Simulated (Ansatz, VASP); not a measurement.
# Pd: VASP beside Ansatz

The input INCAR:

```
ALGO = Fast ; EDIFF = 1E-6
ENCUT = 520 ; ISIF = 2
ISMEAR = 0 ; LASPH = True
LCHARG = False ; LREAL = False
LWAVE = False ; NBANDS = 11
NELM = 100 ; PREC = Accurate
SIGMA = 0.15
```

Contents of KPOINTS:

```
k-points
0
Gamma
  24 24 24
```

POSCAR

```
Pd
1.0
    0.0000000000      1.7327961453      2.4501737494
    1.7327961453      0.0000000000      2.4501737494
    1.7327961453      1.7327961453      0.0000000000
Pd
1
Direct
    0.0000000000      0.0000000000      0.0000000000
```

Input for Ansatz:

```yaml
crystal:
  lattice:
    - [0.0, 1.7327961453, 2.4501737494]
    - [1.7327961453, 0.0, 2.4501737494]
    - [1.7327961453, 1.7327961453, 0.0]
  atoms:
    - { symbol: Pd, position: [0.0, 0.0, 0.0] }
basis:
  ecutwfc: 420
kpoints:
  mp_grid: { grid: [24, 24, 24] }
hamiltonian:
  xc: lda
scf:
  occupations: { method: gaussian, width: 0.15 }
output:
  forces: true
  stress: true
  eigenvalues: true
```

Alike in both runs: task single point; functional LDA; k mesh 24 × 24 × 24; occupations gaussian, width 0.15 eV; no spin polarisation.

|  | VASP | Ansatz |
| --- | --- | --- |
| version | VASP 6.6.1 | Ansatz 0.2.0 |
| potentials or method | VASP PAW LDA potentials, release 64 (Pd) | scalar-relativistic, plane waves, PAW |
| plane-wave cutoff (eV) | 520 | 420 |
| valence electrons in the cell | 10 | 18 |

|  | VASP | Ansatz | Ansatz less VASP |
| --- | --- | --- | --- |
| gap on the k mesh at the Fermi level (eV) | none | none | - |
| pressure (GPa) | 7.6 | 7.6 | +0.02 |
| largest component of the traceless stress (GPa) | 32.41 | 32.59 | +0.185 |

A gap of «none» marks a metal or a gap that the smearing closes. The two sets of potentials don't hold the same shells in valence.
